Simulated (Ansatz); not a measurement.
The system is Cu.

```
Cu
1.0
     0.00000    1.80750    1.80750
     1.80750    0.00000    1.80750
     1.80750    1.80750    0.00000
Cu
1
Direct
  0.00000 0.00000 0.00000
```

```yaml
Program: Ansatz 0.2.0
Task: relaxation of cell and atoms
Functional: BLYP
Dispersion: D4
Potentials_or_basis: Ansatz PAW
Cutoff: "420 eV (not typed: the program's choice for these potentials)"
k_mesh: 13 × 13 × 13
Occupations: fermi-dirac, width 0.05 eV
Spin: no spin polarisation
```

At the start: volume 11.81 Å³/atom.

Where does the relaxation end?

It ends after 5 steps and the volume is 11.43 Å³/atom (-3.2 %); space group Fm-3m (No. 225, to 0.05 Å).

The path:
| step | energy change (eV) | largest force (eV/Å) | volume (Å³) |
| --- | --- | --- | --- |
| 1 | 0.0000 | 0.0000 | 11.81 |
| 2 | -0.0045 | 0.0000 | 11.62 |
| 3 | -0.0060 | 0.0000 | 11.42 |
| 4 | -0.0060 | 0.0000 | 11.43 |
| 5 | -0.0058 | 0.0000 | 11.43 |

Final structure:
```
Cu
1.0
     0.00000    1.78805    1.78805
     1.78805    0.00000    1.78805
     1.78805    1.78805    0.00000
Cu
1
Direct
  0.00000 0.00000 0.00000
```

Caveat: the plane-wave basis is chosen anew once the cell has moved, so the energies of steps on either side of that aren't comparable; the PAW data sets come from PBE, with cores solved anew for the run's functional, which leaves a small shift of forces and pressure.
